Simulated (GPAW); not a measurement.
# Li2Se: equation of state with PBEsol

Li2Se:

```
CELL_PARAMETERS angstrom
0.00000 3.00250 3.00250
3.00250 0.00000 3.00250
3.00250 3.00250 0.00000
ATOMIC_POSITIONS crystal
Se 0.00000 0.00000 0.00000
Li 0.75000 0.75000 0.75000
Li 0.25000 0.25000 0.25000
```

```json
{
  "Program": "GPAW 26.7.0",
  "Task": "equation of state",
  "Functional": "PBEsol",
  "Potentials or basis": "PAW data sets generated in the run's folder for this functional",
  "Cutoff": "800 eV",
  "Basis": "pw",
  "k mesh": "8 × 8 × 8",
  "Occupations": "fermi-dirac, width 0.05 eV",
  "Spin": "no spin polarisation",
  "Maxiter": "150",
  "Eos scales": "[0.94, 0.96, 0.98, 1.0, 1.02, 1.04, 1.06]"
}
```

| Item | Value |
| --- | --- |
| Equilibrium volume | 17.59 Å³/atom |
| Bulk modulus | 35 GPa |
| Pressure derivative of the bulk modulus | 3.9 |

Energy against volume, from the lowest point:
```
volume (Å³/atom)  energy (meV/atom)
          16.962               2.54
          17.323               0.40
          17.684               0.00
          18.045               1.18
          18.406               3.80
          18.767               7.71
          19.128              12.79
```

Run time: 110 s on 1 thread of Arm Neoverse V2 (shared host), peak memory 0.32 GiB.
